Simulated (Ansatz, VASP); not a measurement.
# Mg in VASP and in Ansatz

```
Mg
1.0
     4.17113    0.00000    0.00000
     0.00000    4.17113    0.00000
     0.00000    0.00000    4.17113
Mg
3
Direct
  0.00000 0.50000 0.50000
  0.50000 0.00000 0.50000
  0.50000 0.50000 0.00000
```

Alike in both runs: task relaxation of cell and atoms; functional PBE; k mesh 4 × 4 × 4; occupations gaussian, width 0.1 eV; no spin polarisation.

```csv
,VASP,Ansatz
version,VASP 6.6.1,Ansatz 0.2.0
potentials or method,"VASP PAW PBE potentials, release 64 (Mg)","scalar-relativistic, plane waves, PAW"
plane-wave cutoff (eV),600,420
valence electrons in the cell,6,30
```

Ansatz gave:

| Quantity | Value |
| --- | --- |
| gap on the k mesh at the Fermi level, each at its own relaxed structure (eV) | none |
| relaxed volume (Å³/atom) | 27.69 |
| relaxed cell length with the largest relative difference (Å) | 4.363 |
| energy change over the relaxation (meV/atom) | -54 |

Which values does VASP return?

gap on the k mesh at the Fermi level, each at its own relaxed structure (eV): none; relaxed volume (Å³/atom): 28.16; relaxed cell length with the largest relative difference (Å): 4.388; energy change over the relaxation (meV/atom): -53.

A gap of «none» marks a metal or a gap that the smearing closes. The two sets of potentials don't hold the same shells in valence.

Caveats: the k mesh is coarse (spacing up to 0.38 Å⁻¹), so the values aren't converged; the volume moved by over 15 % at a fixed basis, so the end points are rough; the bands computed are all filled at some k points, so no gap is given.
